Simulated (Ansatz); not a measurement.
# GaSb: band gap under strain

How does strain move the band edges of GaSb (zincblende), and do the functionals agree on it? States: no strain; -4.0 % biaxial strain in x and y, free along z; -3.0 % biaxial strain in x and y, free along z.

Program: Ansatz 0.2.0. PAW datasets, plane waves. Computed at 0 K without zero-point motion; spin polarisation is off.

### 1 The system as given

The unstrained cell was relaxed with r2SCAN; in each strained cell the atoms were relaxed again with r2SCAN. Names of k-points are those of the unstrained zone, where strain can split equivalent points. First state: no strain.

Space group F-43m (No. 216), cubic; a = 6.132 Å in the conventional setting, 28.82 Å³ an atom. Near Ga stand 4 Sb at 2.66 Å; near Sb stand 4 Ga at 2.66 Å.

The structure in full:

```cif
data_structure
_symmetry_space_group_name_H-M 'F-43m'
_symmetry_Int_Tables_number 216
_cell_length_a 6.1318
_cell_length_b 6.1318
_cell_length_c 6.1318
_cell_angle_alpha 90.000
_cell_angle_beta 90.000
_cell_angle_gamma 90.000
_cell_volume 230.54
loop_
_atom_site_label
_atom_site_type_symbol
_atom_site_symmetry_multiplicity
_atom_site_Wyckoff_symbol
_atom_site_fract_x
_atom_site_fract_y
_atom_site_fract_z
_atom_site_occupancy
Ga1 Ga 4 a 0.00000 0.00000 0.00000 1
Sb1 Sb 4 d 0.25000 0.25000 0.75000 1
```

### 2 No strain: PBE

File input.yaml:

```yaml
crystal:
  lattice:
    - [0.0, 3.0658787979, 3.0658787979]
    - [3.0658787979, 0.0, 3.0658787979]
    - [3.0658787979, 3.0658787979, 0.0]
  atoms:
    - { symbol: Ga, position: [0.0, 0.0, 0.0] }
    - { symbol: Sb, position: [0.25, 0.25, 0.25] }
kpoints:
  mp_grid: { grid: [8, 8, 8] }
  band_path:
    path:
      - [0.0, 0.0, 0.0]
      - [-0.5, -0.5, 0.0]
      - [-0.375, -0.375, 0.25]
      - [-0.375, 0.0, 0.375]
      - [0.0, 0.0, 0.5]
      - [-0.5, -0.25, 0.25]
    npoints: 1
hamiltonian:
  xc: pbe
scf:
  occupations: { method: fermi_dirac, width: 0.02 }
  n_extra_bands: 4
output:
  forces: true
  stress: true
  eigenvalues: true
```

Run with:

```sh
$ ansatz run input.yaml --threads 2 --pin off --max-ram 20275MiB --backend cpu --events-out ev --progress --plain --runs-dir out
```

After this run come: No strain: r2SCAN; No strain: HSE06; No strain: r2SCAN+SOC; -4.0 % biaxial strain in x and y, free along z: PBE; -4.0 % biaxial strain in x and y, free along z: r2SCAN; -4.0 % biaxial strain in x and y, free along z: HSE06; -4.0 % biaxial strain in x and y, free along z: r2SCAN+SOC; -3.0 % biaxial strain in x and y, free along z: PBE; -3.0 % biaxial strain in x and y, free along z: r2SCAN; -3.0 % biaxial strain in x and y, free along z: HSE06; -3.0 % biaxial strain in x and y, free along z: r2SCAN+SOC.

**Question.** What will these runs give?

As calculated:

Least gap in eV (negative: overlap), with the change from the unstrained cell in brackets:

```
                                         state  volume change (%)           PBE        r2SCAN         HSE06
                                     no strain               +0.0          0.00          0.41          0.77
-4.0 % biaxial strain in x and y, free along z               -4.8  0.13 (+0.13)  0.53 (+0.12)  0.87 (+0.10)
-3.0 % biaxial strain in x and y, free along z               -3.6  0.10 (+0.10)  0.54 (+0.13)  0.92 (+0.15)
```

**Reading.** With HSE06, of the states in the table -3.0 % biaxial strain in x and y, free along z shifts the gap most, by +0.146 eV. PBE and HSE06 differ by 0.77 eV on the unstrained gap, and by at most 0.04 eV on its change. Spin-orbit coupling is left out of the table, though the cell holds Sb (Z = 51); in an element this heavy it can shift bands and gaps by tenths of an eV.
